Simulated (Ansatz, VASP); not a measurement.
**One calculation of CdF2, two programs**

Contents of INCAR:

```
PREC = Accurate ; ENCUT = 520
EDIFF = 1E-6 ; ISMEAR = -1
SIGMA = 0.05 ; LREAL = False
LASPH = True ; NELM = 80
ALGO = Normal ; ISIF = 2
LWAVE = False ; LCHARG = False
GGA = PE ; NBANDS = 20
```

Contents of KPOINTS:

```
Automatic mesh
0
Gamma
  9 9 9
```

POSCAR

```
CdF2
1.0
    0.0000000000      2.6940000000      2.6940000000
    2.6940000000      0.0000000000      2.6940000000
    2.6940000000      2.6940000000      0.0000000000
Cd F
1 2
Direct
    0.0000000000      0.0000000000      0.0000000000
    0.7500000000      0.7500000000      0.7500000000
    0.2500000000      0.2500000000      0.2500000000
```

Contents of input.yaml:

```yaml
crystal:
  lattice:
    - [0.0, 2.694, 2.694]
    - [2.694, 0.0, 2.694]
    - [2.694, 2.694, 0.0]
  atoms:
    - { symbol: Cd, position: [0.0, 0.0, 0.0] }
    - { symbol: F, position: [0.75, 0.75, 0.75] }
    - { symbol: F, position: [0.25, 0.25, 0.25] }
kpoints:
  mp_grid: { grid: [9, 9, 9] }
  band_path:
    path:
      - [0.0, 0.0, 0.0]
      - [0.5, 0.0, 0.5]
      - [0.5, 0.25, 0.75]
      - [0.375, 0.375, 0.75]
      - [0.0, 0.0, 0.0]
      - [0.5, 0.5, 0.5]
      - [0.625, 0.25, 0.625]
      - [0.5, 0.25, 0.75]
    npoints: 8
scf:
  occupations: { method: fermi_dirac, width: 0.05 }
hamiltonian:
  xc: pbe
  pseudopotentials: { kind: all_electron, lapw: { basis_error: 0.002 } }
output:
  forces: true
  stress: true
  eigenvalues: true
```

Alike in both runs: functional PBE; k mesh 9 × 9 × 9; occupations fermi-dirac, width 0.05 eV; no spin polarisation.

```csv
,VASP,Ansatz
version,VASP 6.6.1,Ansatz 0.2.0
potentials or method,"VASP PAW PBE potentials, release 64 (Cd, F)","all-electron LAPW, scalar-relativistic"
plane-wave cutoff (eV),520,see its input
task,single point,band structure
```

Ansatz gave:

| Item | Value |
| --- | --- |
| gap on the k mesh at the Fermi level (eV) | 3.12 |
| least direct gap on the mesh (eV) | 3.60 |
| pressure (GPa) | 5.4 |

Q: Estimate VASP's values.

A: gap on the k mesh at the Fermi level (eV): 3.10; least direct gap on the mesh (eV): 3.57; pressure (GPa): 6.2.

Ansatz ran all-electron here, so the differences hold the error of VASP's frozen core and of both bases.

Caveats: an odd mesh through Γ misses points on the zone boundary, where band edges often lie (VASP). Expect the measured gap to be larger: semilocal functionals such as PBE lack the derivative discontinuity.
